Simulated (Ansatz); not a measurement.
**InP (F-43m):In_i (4-fold void), thermodynamic levels from a 54-atom cell**

Aim: at which Fermi levels does In_i (4-fold void) in InP (F-43m) change its charge? The model is a cell of 54 host atoms with 1 In put in.

Main program and level: Ansatz 0.2.0; place-levels on HSE06 runs: charge-transition levels and formation energies with image-charge correction and potential alignment at the atomic sites; PAW set soft_1.

In doubt: the hybrid run may have settled on a false gap or state (in some of the runs), so the values of those runs are not to be relied on.

## (1) The starting structure

The cell holds 55 atoms: 28 In and 27 P. Cell: a = 12.532 Å, b = 12.532 Å, c = 12.532 Å, α = 60.0°, β = 60.0°, γ = 60.0°. It derives from InP (space group F-43m). Nearest the centre at fractional (0.250, 0.250, 0.917): In55 at 0.00 Å, In25 at 2.56 Å, In19 at 2.56 Å, In7 at 2.56 Å, In29 at 2.56 Å, P20 at 2.95 Å, P8 at 2.95 Å, P30 at 2.95 Å.

As a file:

```xyz
55
Lattice="0.0000 8.8613 8.8613 8.8613 0.0000 8.8613 8.8613 8.8613 0.0000" Properties=species:S:1:pos:R:3 pbc="T T T"
In    0.0000    0.0000    0.0000
P     1.4769    1.4769    1.4769
In    2.9538    2.9538    0.0000
P     4.4307    4.4307    1.4769
In    5.9076    5.9076    0.0000
P     7.3844    7.3844    1.4769
In    2.9538    0.0000    2.9538
P     4.4307    1.4769    4.4307
In    5.9076    2.9538    2.9538
P     7.3844    4.4307    4.4307
In    8.8613    5.9076    2.9538
P    10.3382    7.3844    4.4307
In    5.9076    0.0000    5.9076
P     7.3844    1.4769    7.3844
In    8.8613    2.9538    5.9076
P    10.3382    4.4307    7.3844
In   11.8151    5.9076    5.9076
P    13.2920    7.3844    7.3844
In    0.0000    2.9538    2.9538
P     1.4769    4.4307    4.4307
In    2.9538    5.9076    2.9538
P     4.4307    7.3844    4.4307
In    5.9076    8.8613    2.9538
P     7.3844   10.3382    4.4307
In    2.9538    2.9538    5.9076
P     4.4307    4.4307    7.3844
In    5.9076    5.9076    5.9076
P     7.3844    7.3844    7.3844
In    8.8613    8.8613    5.9076
P    10.3382   10.3382    7.3844
In    5.9076    2.9538    8.8613
P     7.3844    4.4307   10.3382
In    8.8613    5.9076    8.8613
P    10.3382    7.3844   10.3382
In   11.8151    8.8613    8.8613
P    13.2920   10.3382   10.3382
In    0.0000    5.9076    5.9076
P     1.4769    7.3844    7.3844
In    2.9538    8.8613    5.9076
P     4.4307   10.3382    7.3844
In    5.9076   11.8151    5.9076
P     7.3844   13.2920    7.3844
In    2.9538    5.9076    8.8613
P     4.4307    7.3844   10.3382
In    5.9076    8.8613    8.8613
P     7.3844   10.3382   10.3382
In    8.8613   11.8151    8.8613
P    10.3382   13.2920   10.3382
In    5.9076    5.9076   11.8151
P     7.3844    7.3844   13.2920
In    8.8613    8.8613   11.8151
P    10.3382   10.3382   13.2920
In   11.8151   11.8151   11.8151
P    13.2920   13.2920   13.2920
In   10.3382   10.3382    4.4307
```

Known beforehand: the electronic dielectric constant, 11.88, and the static one, 14.87, computed on the host (DFPT, PBEsol).

The cell's shortest repeat is 12.5 Å.

## (2) What was run first

A transition level is the Fermi level at which two charge states cost the same, so each charge needs its own total energy, at its own relaxed structure.

Random displacements of about 0.05 Å break the site symmetry at the start, so that the relaxation can reach a distorted minimum if there is one. Forces are taken on a 2×2×2 shifted mesh. The cell holds 1 electron fewer than the neutral one, with a uniform background that keeps it neutral on the whole.

One state's input; the others differ in charge, spin, start and seed, and in occupations where the table says so.

File qp1.relax/input.yaml:

```yaml
crystal:
  lattice:
    - [0.0, 2.95377733, 2.95377733]
    - [2.95377733, 0.0, 2.95377733]
    - [2.95377733, 2.95377733, 0.0]
  atoms:
    - { symbol: In, position: [0.0, 0.0, 0.0] }
    - { symbol: P, position: [0.25, 0.25, 0.25] }
  supercell: [3, 3, 3]
  defects: [{ interstitial: { symbol: In, position: [0.25, 0.25, 0.916667] } }]
total_charge: 1
basis:
  ecutwfc: 500
  xc_grid: 2
hamiltonian:
  xc: r2scan
  pseudopotentials: { kind: paw, azcp: { folder: soft_1 } }
kpoints:
  mp_grid: { grid: [2, 2, 2], shift: [0.5, 0.5, 0.5] }
scf:
  occupations: { method: fixed }
  max_iter: 80
output:
  forces: true
  charged_corrections:
    epsilon: 11.88
    static_epsilon: 14.87
    defect_position: [0.25, 0.25, 0.916667]
relax:
  f_tol: 0.02
  max_steps: 60
  random_displacement: { amplitude: 0.05, seed: 6 }
checkpoint:
  write: "../qp1.relax.run"
  compress: false
  write_wavefunctions: true
  write_every: 100000
```

The run is started by

```console
$ ansatz run input.yaml --threads 32 --pin off --max-ram 84787MiB --backend cuda --events-out ev --progress --plain --runs-dir out --max-vram 78GiB
```

Exact exchange opens the gap and lessens the self-interaction that spreads bound carriers; this run is a single point, since a relaxation would cost many times more.

The run of this state that the levels use, under HSE06:

File qp1.hybm/input.yaml:

```yaml
crystal:
  checkpoint: "../qp1.relax.run"
  host: checkpoint
total_charge: 1
basis:
  ecutwfc: 420
  xc_grid: 2
hamiltonian:
  xc: hse06
  pseudopotentials: { kind: paw, azcp: { folder: soft_1 } }
kpoints:
  mp_grid: { grid: [2, 2, 2], shift: [0.5, 0.5, 0.5] }
scf:
  occupations: { method: fixed }
  max_iter: 80
output:
  forces: true
  charged_corrections:
    epsilon: 11.88
    static_epsilon: 14.87
    defect_position: [0.25, 0.25, 0.916667]
  eigenvalues: true
  eigenstates: { localisation: true }
checkpoint:
  write: "../qp1.hybm.run"
  compress: false
  write_wavefunctions: false
  write_every: 100000
```

Relaxations under r2SCAN at a 2×2×2 shifted mesh; times on 1 × NVIDIA GB200 with 32 threads of Arm Neoverse V2, shared host:

```
charge  moment (μB)  occupations    outcome  steps  largest displacement against the far atoms (Å)  time
     0            1        fixed  converged      5                                            0.27  21 s
    +1            0        fixed  converged      4                                            0.26  11 s
    +2            1        fixed  converged      5                                            0.30  19 s
    +3            0        fixed  converged      5                                            0.32  11 s
```

Single points under HSE06 at a 2×2×2 shifted mesh; times on 1 × NVIDIA GB200 with 32 threads of Arm Neoverse V2, shared host:

```
charge  moment (μB)  occupations    outcome  time
     0            1        fixed  converged  67 s
    +1            0        fixed  converged  33 s
    +2            1        fixed  converged  51 s
    +3            0        fixed  converged  29 s
```

Distances (Å) from In55 to the nearest atoms after relaxation with r2SCAN:

```
charge  moment (μB)       1.       2.       3.       4.      5.      6.
     0            1  In 2.81  In 2.81  In 2.81  In 2.81  P 2.98  P 2.98
    +1            0  In 2.82  In 2.82  In 2.82  In 2.82  P 2.98  P 2.98
    +2            1  In 2.85  In 2.85  In 2.85  In 2.85  P 2.94  P 2.94
    +3            0  In 2.87  In 2.87  In 2.87  In 2.87  P 2.88  P 2.90
```

## (3) Placing the levels, r2SCAN

r2SCAN is run to see how far the result rests on the functional, though not on the errors that semilocal functionals share.

qp1.semi/input.yaml, as its differences from qp1.hybm/input.yaml of step 2:

```diff
@@ -5,6 +5,6 @@
 basis:
-  ecutwfc: 420
+  ecutwfc: 500
   xc_grid: 2
 hamiltonian:
-  xc: hse06
+  xc: r2scan
   pseudopotentials: { kind: paw, azcp: { folder: soft_1 } }
@@ -24,3 +24,4 @@
 checkpoint:
-  write: "../qp1.hybm.run"
+  read: "../qp1.relax.run"
+  write: "../qp1.semi.run"
   compress: false
```

The job ended after 3.1 s (1 × NVIDIA GB200 with 32 threads of Arm Neoverse V2, shared host; peak memory 2.2 GiB).

File levels.semi.yaml:

```yaml
host:
  run: host.semi.run
states: [q0_M1.semi.run, qp1.semi.run, qp2_M1.semi.run, qp3.semi.run]
geometry_from:
  q0_M1.semi.run: q0_M1.relax.run
  qp1.semi.run: qp1.relax.run
  qp2_M1.semi.run: qp2_M1.relax.run
  qp3.semi.run: qp3.relax.run
  host.semi.run: host.relax.run
chemical_potentials:
  In:
    energy: -5611.882005
    dataset: <sha256 of the dataset>
```

The run is started by

```console
$ ansatz place-levels levels.semi.yaml -- --threads 32 --pin off --max-ram 84787MiB --backend cuda --max-vram 78GiB
```

Numbers of over 12 decimals in the logs are rounded to 6 here.

The program printed:

```text
(+3/+2) 0.028 eV beneath the valence edge (-0.147 eV without the band-filling correction), in the valence band
(+2/+1) 0.278 eV above the valence edge, 0.745 eV under the conduction edge
(+1/0) 1.034 eV above the valence edge (+1.825 eV without the band-filling correction), in the conduction band
formation energy of charge +3: +2.341 eV with the Fermi level at the valence edge
formation energy of charge +2: +2.313 eV with the Fermi level at the valence edge
formation energy of charge +1: +2.591 eV with the Fermi level at the valence edge
formation energy of charge 0: +3.624 eV with the Fermi level at the valence edge
  edges by r2scan, gap 1.022 eV; the host is sampled to repeats of 25.06 Å
[... the lines on each state left out ...]
```

Run time: 0.2 s. Hardware: 32 threads.

Under r2SCAN the gap is 1.02 eV, (+3/+2) -0.03 (outside the gap) (with band filling), (+2/+1) 0.28, (+1/0) 1.03 (outside the gap) (with band filling) eV.

## (4) What a wrong or other choice does

In this try the input is made faulty on purpose, to show what that does.

A choice is tested by changing it alone.

levels.semi.try.yaml is levels.semi.yaml with these lines changed:

```diff
+epsilon: 11.88
+static_epsilon: 11.88
```

The run is started by

```console
$ ansatz place-levels levels.semi.try.yaml -- --threads 32 --pin off --max-ram 84787MiB --backend cuda --max-vram 78GiB
```

The program printed:

```text
[...]
(+2/+1) 0.214 eV above the valence edge, 0.808 eV under the conduction edge
[...]
formation energy of charge +3: +2.425 eV with the Fermi level at the valence edge
formation energy of charge +2: +2.398 eV with the Fermi level at the valence edge
formation energy of charge +1: +2.612 eV with the Fermi level at the valence edge
formation energy of charge 0: +3.645 eV with the Fermi level at the valence edge
  edges by r2scan, gap 1.022 eV; the host is sampled to repeats of 25.06 Å
[... the lines on each state left out ...]
```

The change: the electronic dielectric constant for relaxed ions.

Levels in eV above the valence top; the changed ones are not the defect's:

```
           gap (eV)  (+3/+2)  (+2/+1)  (+1/0)
  changed      1.02    -0.03     0.21    1.03
as set up      1.02    -0.03     0.28    1.03
```

The largest shift is 0.06 eV, band-filling terms included.

## (5) Placing the levels, HSE06

A charged cell interacts with its images and the background, and its potential has another zero than the host's. place-levels removes the first by a point-charge model, screened by the static dielectric constant since the ions have relaxed around the charge, and the second by comparing potentials at atoms far from the defect.

The host is a run of the defect-free crystal in the same cutoffs, grids and k-points, so that basis and sampling errors cancel in part in the differences. The host is run in a cell of 2 atoms on a matching mesh. Its band edges are searched through the zone by a band path, so the gap is smaller than, or equal to, that on the mesh. Chemical potentials are energies per atom of In (body-centred tetragonal), run with the same functional and cutoff.

File levels.hybm.yaml:

```yaml
host:
  run: host.hybm.run
states: [q0_M1.hybm.run, qp1.hybm.run, qp2_M1.hybm.run, qp3.hybm.run]
geometry_from:
  q0_M1.hybm.run: q0_M1.relax.run
  qp1.hybm.run: qp1.relax.run
  qp2_M1.hybm.run: qp2_M1.relax.run
  qp3.hybm.run: qp3.relax.run
  host.hybm.run: host.relax.run
chemical_potentials:
  In:
    energy: -5601.776592
    dataset: <sha256 of the dataset>
```

The run is started by

```console
$ ansatz place-levels levels.hybm.yaml -- --threads 32 --pin off --max-ram 84787MiB --backend cuda --max-vram 78GiB
```

The program printed:

```text
[... repeated set-up lines and file paths are left out, and long positions are rounded to six places ...]
(+3/+2) 0.057 eV above the valence edge, 1.282 eV under the conduction edge
(+2/+1) 0.499 eV above the valence edge, 0.839 eV under the conduction edge
[...]
formation energy of charge +3: +1.903 eV with the Fermi level at the valence edge
formation energy of charge +2: +1.960 eV with the Fermi level at the valence edge
formation energy of charge +1: +2.459 eV with the Fermi level at the valence edge
formation energy of charge 0: +3.823 eV with the Fermi level at the valence edge
  edges by hse06, gap 1.338 eV; the host is sampled to repeats of 25.06 Å
  the defect's cells are sampled to repeats of 25.06 Å, like sampling
  charge +3: -177300.5708 eV with its correction of +1.825 eV, at epsilon 14.87, aligned at sites: +0.2326 eV, mean over 24 atomic sites at or beyond 6.27 Å from the defect at [0.2500, 0.2500, 0.9167], with +0.000000 for the charge's moments and without [...]
[...]
charge 0: +0.000 eV for its dipole among its images, +0.000 omitted
  of the host: (host) hybrid's levels can ripple along a path where its exchange mesh is coarse, and an extremum then takes the crest, of which none of its warnings tells: converge the edges in the exchange mesh (kpoints.mp_grid)
  of states[3] (qp3.hybm.run): how wide its charge is, is not read beside other atoms or cores, and a band state would take no correction. [...]
  of states[2] (qp2_M1.hybm.run): how wide its charge is, is not read beside other atoms or cores, and a band state would take no correction. [...]
[...]
of states[0] (q0_M1.hybm.run): a band-filling correction moves a carrier to the host's band edge, which changes its energy by -0.803 eV; [...]
```

Wall time 0.22 s (32 threads).

Under HSE06 the gap is 1.34 eV, (+3/+2) 0.06, (+2/+1) 0.50, (+1/0) 1.36 (outside the gap) (with band filling) eV.

[end of part 1 of 2]

[Logs are printed without paths, hosts, clocks, repeated set-up lines and the standing remarks that a program may print on its own settings, such as how far it seeks lower states.]

[Hosts, paths, dates, database ids (printed as entryN), source tags and the programs' standing remarks are cut or masked in the printed files.]

[Where a table of states has a column of steps, it counts the stored structures, which are thinned; the runs took as many ionic steps or more.]

[A defect's name tells the site on which it was built; relaxed atoms can leave that site.]

[For some hosts the program warned that the k-mesh of the response run may be too coarse for force constants and the static dielectric constant; such warnings are not shown here.]
